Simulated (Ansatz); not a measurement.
Te2Mo, 12 atoms in the cell. Symmetry: P2_1/m, No. 11, monoclinic system. Conventional cell: a = 6.330 Å, b = 3.469 Å, c = 13.860 Å, α = 90.00°, β = 93.92°, γ = 90.00°. Around Te (site symmetry m) lie 3 Mo at 2.79 to 2.81 Å. Te (site symmetry m) has 3 Mo at 2.70 Å as nearest neighbours. Te (site symmetry m) has 3 Mo at 2.79 to 2.82 Å as nearest neighbours. Te (site symmetry m) has 3 Mo at 2.70 to 2.71 Å as nearest neighbours. Around Mo (site symmetry m) lie 6 Te at 2.70 to 2.82 Å and 2 Mo at 2.89 Å. Around Mo (site symmetry m) lie 6 Te at 2.70 to 2.81 Å and 2 Mo at 2.90 Å. 

* Program: Ansatz 0.2.0
* Task: relaxation of cell and atoms
* Functional: PBEsol
* Potentials or basis: Ansatz PAW
* Cutoff: 420 eV (not typed: the program's choice for these potentials)
* k mesh: 3 × 6 × 2
* Occupations: fermi-dirac, width 0.05 eV
* Spin: no spin polarisation
* Target pressure: 20 GPa
* Target pressure (GPa): 20

Potentials or basis: Ansatz PAW.

Launch:

```bash
$ ansatz run input.yaml --threads 4 --pin off --max-ram 11264MiB --backend cpu --events-out ev --progress --plain --runs-dir out
```

Hardware: 4 threads of Arm Neoverse V1, with other jobs on the host.

Question: How long does it take, and how much memory?

Answer: Wall time 110 s on 4 threads of Arm Neoverse V1, on a shared host, peak memory 1.2 GiB. Counts: scf iterations 60, plane waves 4687, k points 16, bands 111, ion steps 9.
